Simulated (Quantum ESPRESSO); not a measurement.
# In (Im-3m) in Quantum ESPRESSO: notebook

One crystal, In, is run at these levels: SOGGA, BEEF-vdW; tasks: band structure.

Program: Quantum ESPRESSO 7.5. These are calculated values, not measurements. Logs are shortened: lines on timing, memory, paths and dates and some standing lists are left out, and cuts for length are marked.

**1. Starting point**

The structure is cubic, space group Im-3m (No. 229). Conventional cell: a = 3.765 Å, b = 3.765 Å, c = 3.765 Å, α = 90.00°, β = 90.00°, γ = 90.00°. Around In (site symmetry m-3m) lie 8 In at 3.26 Å.

This isn't the form of In at room conditions, which is tetragonal.

**2. Band structure, SOGGA (cell strained at random at fixed volume)**

pw.in

```
&CONTROL
  calculation = 'scf'
  prefix = 'pwscf'
  outdir = './tmp'
  pseudo_dir = './pseudo'
  tprnfor = .true.
  tstress = .true.
  disk_io = 'low'
/
&SYSTEM
  ibrav = 0
  nat = 1
  ntyp = 1
  ecutwfc = 70
  nbnd = 12
  input_dft = 'XC-000I-000I-150L-130L-000I-000I'
  occupations = 'smearing'
  smearing = 'fd'
  degauss = 0.00734986
/
&ELECTRONS
  conv_thr = 2d-10
  electron_maxstep = 120
  mixing_beta = 0.5
/
ATOMIC_SPECIES
In   114.8180 In_ONCV_PBE-1.2.upf
CELL_PARAMETERS bohr
  -3.5793132451    3.5374066786    3.5010011048
   3.5839865378   -3.5792168691    3.5474845880
   3.5878831531    3.5877886668   -3.5428112953
ATOMIC_POSITIONS bohr
In     0.1613644651    0.0663783019   -0.0266366360
K_POINTS automatic
10 10 10 0 0 0
```

bands.in

```
&CONTROL
  calculation = 'bands'
  prefix = 'pwscf'
  outdir = './tmp'
  pseudo_dir = './pseudo'
  disk_io = 'low'
  verbosity = 'high'
/
&SYSTEM
  ibrav = 0
  nat = 1
  ntyp = 1
  ecutwfc = 70
  nbnd = 12
  input_dft = 'XC-000I-000I-150L-130L-000I-000I'
  occupations = 'smearing'
  smearing = 'fd'
  degauss = 0.00734986
/
&ELECTRONS
  conv_thr = 1d-08
  electron_maxstep = 120
  mixing_beta = 0.5
  diago_full_acc = .true.
/
ATOMIC_SPECIES
In   114.8180 In_ONCV_PBE-1.2.upf
CELL_PARAMETERS bohr
  -3.5793132451    3.5374066786    3.5010011048
   3.5839865378   -3.5792168691    3.5474845880
   3.5878831531    3.5877886668   -3.5428112953
ATOMIC_POSITIONS bohr
In     0.1613644651    0.0663783019   -0.0266366360
K_POINTS crystal
60
 0.0000000000  0.0000000000  0.5000000000 1
 0.0000000000  0.0000000000  0.4285714286 1
 0.0000000000  0.0000000000  0.3571428571 1
 0.0000000000  0.0000000000  0.2857142857 1
 0.0000000000  0.0000000000  0.2142857143 1
 0.0000000000  0.0000000000  0.1428571429 1
 0.0000000000  0.0000000000  0.0714285714 1
 0.0000000000  0.0000000000  0.0000000000 1
 0.0714285714  0.0000000000 -0.0714285714 1
 0.1428571429  0.0000000000 -0.1428571429 1
 0.2142857143  0.0000000000 -0.2142857143 1
 0.2857142857  0.0000000000 -0.2857142857 1
 0.3571428571  0.0000000000 -0.3571428571 1
 0.4285714286  0.0000000000 -0.4285714286 1
 0.5000000000  0.0000000000 -0.5000000000 1
 0.5000000000  0.0000000000  0.0000000000 1
 0.4285714286  0.0000000000  0.0000000000 1
 0.3571428571  0.0000000000  0.0000000000 1
 0.2857142857  0.0000000000  0.0000000000 1
 0.2142857143  0.0000000000  0.0000000000 1
 0.1428571429  0.0000000000  0.0000000000 1
 0.0714285714  0.0000000000  0.0000000000 1
 0.0000000000  0.0000000000  0.0000000000 1
-0.0625000000  0.0625000000  0.0000000000 1
-0.1250000000  0.1250000000  0.0000000000 1
-0.1875000000  0.1875000000  0.0000000000 1
-0.2500000000  0.2500000000  0.0000000000 1
-0.3125000000  0.3125000000  0.0000000000 1
-0.3750000000  0.3750000000  0.0000000000 1
-0.4375000000  0.4375000000  0.0000000000 1
-0.5000000000  0.5000000000  0.0000000000 1
-0.5000000000  0.5000000000  0.5000000000 1
-0.4545454545  0.4545454545  0.4545454545 1
-0.4090909091  0.4090909091  0.4090909091 1
-0.3636363636  0.3636363636  0.3636363636 1
-0.3181818182  0.3181818182  0.3181818182 1
-0.2727272727  0.2727272727  0.2727272727 1
-0.2272727273  0.2272727273  0.2272727273 1
-0.1818181818  0.1818181818  0.1818181818 1
-0.1363636364  0.1363636364  0.1363636364 1
-0.0909090909  0.0909090909  0.0909090909 1
-0.0454545455  0.0454545455  0.0454545455 1
 0.0000000000  0.0000000000  0.0000000000 1
 0.0000000000  0.0625000000 -0.0625000000 1
 0.0000000000  0.1250000000 -0.1250000000 1
 0.0000000000  0.1875000000 -0.1875000000 1
 0.0000000000  0.2500000000 -0.2500000000 1
 0.0000000000  0.3125000000 -0.3125000000 1
 0.0000000000  0.3750000000 -0.3750000000 1
 0.0000000000  0.4375000000 -0.4375000000 1
 0.0000000000  0.5000000000 -0.5000000000 1
 0.0000000000  0.5000000000  0.0000000000 1
 0.0000000000  0.4375000000  0.0000000000 1
 0.0000000000  0.3750000000  0.0000000000 1
 0.0000000000  0.3125000000  0.0000000000 1
 0.0000000000  0.2500000000  0.0000000000 1
 0.0000000000  0.1875000000  0.0000000000 1
 0.0000000000  0.1250000000  0.0000000000 1
 0.0000000000  0.0625000000  0.0000000000 1
 0.0000000000  0.0000000000  0.0000000000 1
```

Potentials or basis: SG15 PBE 1.2.

On the command line:

```bash
$ OMP_NUM_THREADS=1 pw.x -in pw.in > pw.out
$ OMP_NUM_THREADS=1 pw.x -in bands.in > bands.out
```

pw.out:

```text
This program is part of the open-source Quantum ESPRESSO suite
     for quantum simulation of materials; please cite
         "P. Giannozzi et al., J. Phys.:Condens. Matter 21 395502 (2009);
         "P. Giannozzi et al., J. Phys.:Condens. Matter 29 465901 (2017);
         "P. Giannozzi et al., J. Chem. Phys. 152 154105 (2020);
     in publications or presentations arising from this work. More details at

     IMPORTANT: XC functional enforced from input :
     Exchange-correlation= XC-000I-000I-150L-130L-000I-000I
                           (   0   0 150 130   0   0   0)
     Any further DFT definition will be discarded
     Please, verify this is what you really want

     G-vector sticks info
     --------------------
     sticks:   dense  smooth     PW     G-vecs:    dense   smooth      PW
     Sum         795     795    277                14277    14277    2971

     Using Slab Decomposition

     bravais-lattice index     =            0
     lattice parameter (alat)  =       6.1304  a.u.
     unit-cell volume          =     180.0856 (a.u.)^3
     number of atoms/cell      =            1
     number of atomic types    =            1
     number of electrons       =        13.00
     number of Kohn-Sham states=           12
     kinetic-energy cutoff     =      70.0000  Ry
     charge density cutoff     =     280.0000  Ry
     scf convergence threshold =      2.0E-10
     mixing beta               =       0.5000
     number of iterations used =            8  plain     mixing
     Exchange-correlation= XC-000I-000I-150L-130L-000I-000I
                           (   0   0 150 130   0   0   0)

     celldm(1)=   6.130395  celldm(2)=   0.000000  celldm(3)=   0.000000
     celldm(4)=   0.000000  celldm(5)=   0.000000  celldm(6)=   0.000000

     crystal axes: (cart. coord. in units of alat)
               a(1) = (  -0.583863   0.577028   0.571089 )
               a(2) = (   0.584626  -0.583848   0.578671 )
               a(3) = (   0.585261   0.585246  -0.577909 )

     reciprocal axes: (cart. coord. in units 2 pi/alat)
               b(1) = ( -0.001605  0.865518  0.874881 )
               b(2) = (  0.854212  0.004073  0.869204 )
               b(3) = (  0.853753  0.859382  0.004532 )

     PseudoPot. # 1 for In read from file:
     In_ONCV_PBE-1.2.upf
     Pseudo is Norm-conserving, Zval = 13.0
     Generated using ONCVPSP code by D. R. Hamann
     Using radial grid of  602 points,  6 beta functions with:
                l(1) =   0
                l(2) =   0
                l(3) =   1
                l(4) =   1
                l(5) =   2
                l(6) =   2

     atomic species   valence    mass     pseudopotential
     In               13.00   114.81800     In( 1.00)

     No symmetry found

   Cartesian axes

     site n.     atom                  positions (alat units)
         1        In     tau(   1) = (   0.0263220   0.0108277  -0.0043450  )

     number of k points=   504  Fermi-Dirac smearing, width (Ry)=  0.0073

     Number of k-points >= 100: set verbosity='high' to print them.

     Dense  grid:    14277 G-vectors     FFT dimensions: (  36,  36,  36)

     WARNING: libxc functional with ID  130 depends
      on external parameters: check the user_guide of
      QE if you need to modify them or to check their
      default values.

     Initial potential from superposition of free atoms

     starting charge      12.8954, renormalised to      13.0000
     Starting wfcs are random

     Self-consistent Calculation

     iteration #  1     ecut=    70.00 Ry     beta= 0.50
     Davidson diagonalization with overlap
     ethr =  1.00E-02,  avg # of iterations =  7.9

     Threshold (ethr) on eigenvalues was too large:
     Diagonalizing with lowered threshold

     Davidson diagonalization with overlap
     ethr =  2.51E-04,  avg # of iterations =  3.3

     total energy              =    -104.29036928 Ry
     estimated scf accuracy    <       0.02508641 Ry

     iteration #  2     ecut=    70.00 Ry     beta= 0.50
     Davidson diagonalization with overlap
     ethr =  1.93E-04,  avg # of iterations =  2.1

     total energy              =    -104.29403803 Ry
     estimated scf accuracy    <       0.00103739 Ry

     iteration #  3     ecut=    70.00 Ry     beta= 0.50
     Davidson diagonalization with overlap
     c_bands:  1 eigenvalues not converged
     ethr =  7.98E-06,  avg # of iterations =  4.0

     total energy              =    -104.29422100 Ry
     estimated scf accuracy    <       0.00010567 Ry

     iteration #  4     ecut=    70.00 Ry     beta= 0.50
     Davidson diagonalization with overlap
     ethr =  8.13E-07,  avg # of iterations =  2.0

     total energy              =    -104.29422746 Ry
     estimated scf accuracy    <       0.00000025 Ry

     iteration #  5     ecut=    70.00 Ry     beta= 0.50
     Davidson diagonalization with overlap
     ethr =  1.96E-09,  avg # of iterations =  4.5

     total energy              =    -104.29422836 Ry
     estimated scf accuracy    <       0.00000008 Ry

     iteration #  6     ecut=    70.00 Ry     beta= 0.50
     Davidson diagonalization with overlap
     ethr =  6.38E-10,  avg # of iterations =  2.0

     total energy              =    -104.29422835 Ry
     estimated scf accuracy    <       0.00000012 Ry

     iteration #  7     ecut=    70.00 Ry     beta= 0.50
     Davidson diagonalization with overlap
     ethr =  6.38E-10,  avg # of iterations =  2.0

     End of self-consistent calculation

     Number of k-points >= 100: set verbosity='high' to print the bands.

     the Fermi energy is    10.9640 ev

!    total energy              =    -104.29422836 Ry
     estimated scf accuracy    <          1.7E-10 Ry
     smearing contrib. (-TS)   =      -0.00112760 Ry
     internal energy E=F+TS    =    -104.29310076 Ry

     The total energy is F=E-TS. E is the sum of the following terms:
     one-electron contribution =     -25.49718663 Ry
     hartree contribution      =      21.29662563 Ry
     xc contribution           =     -13.65174767 Ry
     ewald contribution        =     -86.44079208 Ry

     convergence has been achieved in   7 iterations

     Forces acting on atoms (cartesian axes, Ry/au):

     atom    1 type  1   force =     0.00000000    0.00000000    0.00000000

     Total force =     0.000000     Total SCF correction =     0.000002

     Computing stress (Cartesian axis) and pressure

          total   stress  (Ry/bohr**3)                   (kbar)     P=      -22.42
  -0.00015747  -0.00000325  -0.00000135          -23.16       -0.48       -0.20
  -0.00000325  -0.00015522   0.00001373           -0.48      -22.83        2.02
  -0.00000135   0.00001373  -0.00014458           -0.20        2.02      -21.27

=------------------------------------------------------------------------------=
   JOB DONE.
=------------------------------------------------------------------------------=
```

It took 3.4 min on 1 thread of Arm Neoverse V1, shared host; peak memory 0.2 GiB.

What came out:

- Free energy: -1418.9953 eV
- Pressure: -2.2 GPa
- Band gap on the k mesh: none (metal or under the smearing width)

Stress tensor (GPa, compression positive):
```
-2.32 -0.05 -0.02
-0.05 -2.28  0.20
-0.02  0.20 -2.13
```

Levels at the corners of the path, in eV from the Fermi level:
```csv
point,band 3,band 4,band 5,band 6,band 7,band 8,band 9,band 10
X,-14.08,-14.06,-13.89,-3.89,-3.12,6.11,7.55,10.05
Γ,-14.32,-14.06,-14.05,-9.34,10.96,11.00,11.21,13.06
Y,-14.07,-14.05,-13.89,-3.78,-3.08,5.93,7.34,9.90
L,-14.07,-14.06,-13.88,-3.64,-3.02,5.77,7.18,9.82
Γ,-14.32,-14.06,-14.05,-9.34,10.96,11.00,11.21,13.06
Z,-14.08,-14.06,-13.89,-3.85,-3.11,6.08,7.53,10.06
N,-13.94,-13.93,-13.92,1.06,1.18,1.31,1.54,5.13
Γ,-14.32,-14.06,-14.05,-9.34,10.96,11.00,11.21,13.06
M,-14.06,-14.05,-13.89,-3.84,-3.09,5.95,7.27,9.92
R,-14.07,-14.05,-13.89,-3.80,-3.08,5.94,7.36,9.86
Γ,-14.32,-14.06,-14.05,-9.34,10.96,11.00,11.21,13.06
```

Caveat: the potentials were made for another functional, which shifts forces and pressure; SOGGA exchange is joined with the correlation of PBE here; spin-orbit coupling is left out, which moves the levels of the heavy elements.

**3. Band structure, BEEF-vdW**

pw.in

```
&CONTROL
  calculation = 'scf'
  prefix = 'pwscf'
  outdir = './tmp'
  pseudo_dir = './pseudo'
  tprnfor = .true.
  tstress = .true.
  disk_io = 'low'
/
&SYSTEM
  space_group = 229
  A = 3.76505048
  nat = 1
  ntyp = 1
  ecutwfc = 70
  nbnd = 12
  input_dft = 'beef-vdw'
  occupations = 'smearing'
  smearing = 'gaussian'
  degauss = 0.01469973
  tot_charge = 1
/
&ELECTRONS
  conv_thr = 1d-06
  electron_maxstep = 120
  mixing_beta = 0.5
/
ATOMIC_SPECIES
In   114.8180 In.upf
ATOMIC_POSITIONS crystal_sg
In     0.0000000000    0.0000000000    0.0000000000
K_POINTS automatic
10 10 10 0 0 0
```

bands.in

```
&CONTROL
  calculation = 'bands'
  prefix = 'pwscf'
  outdir = './tmp'
  pseudo_dir = './pseudo'
  disk_io = 'low'
  verbosity = 'high'
/
&SYSTEM
  space_group = 229
  A = 3.76505048
  nat = 1
  ntyp = 1
  ecutwfc = 70
  nbnd = 12
  input_dft = 'beef-vdw'
  occupations = 'smearing'
  smearing = 'gaussian'
  degauss = 0.01469973
  tot_charge = 1
/
&ELECTRONS
  conv_thr = 1d-08
  electron_maxstep = 120
  mixing_beta = 0.5
  diago_full_acc = .true.
/
ATOMIC_SPECIES
In   114.8180 In.upf
ATOMIC_POSITIONS crystal_sg
In     0.0000000000    0.0000000000    0.0000000000
K_POINTS crystal
60
 0.0000000000  0.0000000000  0.0000000000 1
-0.0416666667 -0.0416666667 -0.0416666667 1
-0.0833333333 -0.0833333333 -0.0833333333 1
-0.1250000000 -0.1250000000 -0.1250000000 1
-0.1666666667 -0.1666666667 -0.1666666667 1
-0.2083333333 -0.2083333333 -0.2083333333 1
-0.2500000000 -0.2500000000 -0.2500000000 1
-0.2916666667 -0.2916666667 -0.2916666667 1
-0.3333333333 -0.3333333333 -0.3333333333 1
-0.3750000000 -0.3750000000 -0.3750000000 1
-0.4166666667 -0.4166666667 -0.4166666667 1
-0.4583333333 -0.4583333333 -0.4583333333 1
-0.5000000000 -0.5000000000 -0.5000000000 1
-0.4375000000 -0.4375000000 -0.5000000000 1
-0.3750000000 -0.3750000000 -0.5000000000 1
-0.3125000000 -0.3125000000 -0.5000000000 1
-0.2500000000 -0.2500000000 -0.5000000000 1
-0.1875000000 -0.1875000000 -0.5000000000 1
-0.1250000000 -0.1250000000 -0.5000000000 1
-0.0625000000 -0.0625000000 -0.5000000000 1
 0.0000000000  0.0000000000 -0.5000000000 1
 0.0000000000  0.0000000000 -0.4444444444 1
 0.0000000000  0.0000000000 -0.3888888889 1
 0.0000000000  0.0000000000 -0.3333333333 1
 0.0000000000  0.0000000000 -0.2777777778 1
 0.0000000000  0.0000000000 -0.2222222222 1
 0.0000000000  0.0000000000 -0.1666666667 1
 0.0000000000  0.0000000000 -0.1111111111 1
 0.0000000000  0.0000000000 -0.0555555556 1
 0.0000000000  0.0000000000  0.0000000000 1
-0.0227272727  0.0227272727 -0.0227272727 1
-0.0454545455  0.0454545455 -0.0454545455 1
-0.0681818182  0.0681818182 -0.0681818182 1
-0.0909090909  0.0909090909 -0.0909090909 1
-0.1136363636  0.1136363636 -0.1136363636 1
-0.1363636364  0.1363636364 -0.1363636364 1
-0.1590909091  0.1590909091 -0.1590909091 1
-0.1818181818  0.1818181818 -0.1818181818 1
-0.2045454545  0.2045454545 -0.2045454545 1
-0.2272727273  0.2272727273 -0.2272727273 1
-0.2500000000  0.2500000000 -0.2500000000 1
-0.2708333333  0.1875000000 -0.2708333333 1
-0.2916666667  0.1250000000 -0.2916666667 1
-0.3125000000  0.0625000000 -0.3125000000 1
-0.3333333333  0.0000000000 -0.3333333333 1
-0.3541666667 -0.0625000000 -0.3541666667 1
-0.3750000000 -0.1250000000 -0.3750000000 1
-0.3958333333 -0.1875000000 -0.3958333333 1
-0.4166666667 -0.2500000000 -0.4166666667 1
-0.4375000000 -0.3125000000 -0.4375000000 1
-0.4583333333 -0.3750000000 -0.4583333333 1
-0.4791666667 -0.4375000000 -0.4791666667 1
-0.5000000000 -0.5000000000 -0.5000000000 1
-0.2500000000  0.2500000000 -0.2500000000 1
-0.2083333333  0.2083333333 -0.2916666667 1
-0.1666666667  0.1666666667 -0.3333333333 1
-0.1250000000  0.1250000000 -0.3750000000 1
-0.0833333333  0.0833333333 -0.4166666667 1
-0.0416666667  0.0416666667 -0.4583333333 1
 0.0000000000  0.0000000000 -0.5000000000 1
```

Potentials or basis: Ansatz NC SR PBE.

On the command line:

```bash
$ OMP_NUM_THREADS=1 pw.x -in pw.in > pw.out
$ OMP_NUM_THREADS=1 pw.x -in bands.in > bands.out
```

Wall time 2.5 min (1 thread of Arm Neoverse V1, shared host); peak memory 0.09 GiB.

Results (log left out):

```yaml
Free_energy: -1836.3276 eV
Pressure: -74.7 GPa
Band_gap_on_the_k_mesh: none (metal or under the smearing width)
```

Levels at the corners of the path, in eV from the Fermi level:
| point | band 3 | band 4 | band 5 | band 6 | band 7 | band 8 | band 9 | band 10 |
| --- | --- | --- | --- | --- | --- | --- | --- | --- |
| Γ | -13.30 | -13.05 | -13.05 | -7.15 | 12.71 | 12.71 | 12.71 | 15.60 |
| H | -12.94 | -12.94 | -12.94 | 2.62 | 3.52 | 3.52 | 3.52 | 7.92 |
| N | -13.07 | -13.06 | -12.91 | -1.91 | -0.67 | 7.89 | 9.57 | 12.47 |
| Γ | -13.30 | -13.05 | -13.05 | -7.15 | 12.71 | 12.71 | 12.71 | 15.60 |
| P | -13.21 | -13.06 | -13.06 | -0.48 | 2.54 | 2.54 | 2.54 | 22.09 |
| H | -12.94 | -12.94 | -12.94 | 2.62 | 3.52 | 3.52 | 3.52 | 7.92 |
| P | -13.21 | -13.06 | -13.06 | -0.48 | 2.54 | 2.54 | 2.54 | 22.09 |
| N | -13.07 | -13.06 | -12.91 | -1.91 | -0.67 | 7.89 | 9.57 | 12.47 |

Caveat: the cell carries a net charge on a neutralising background, which shifts energy and pressure; the potentials were made for another functional, which shifts forces and pressure; a pressure of tens of GPa on the cell as given is suspect, and the run, the potentials or the cell itself is likely at fault; spin-orbit coupling is left out, which moves the levels of the heavy elements.
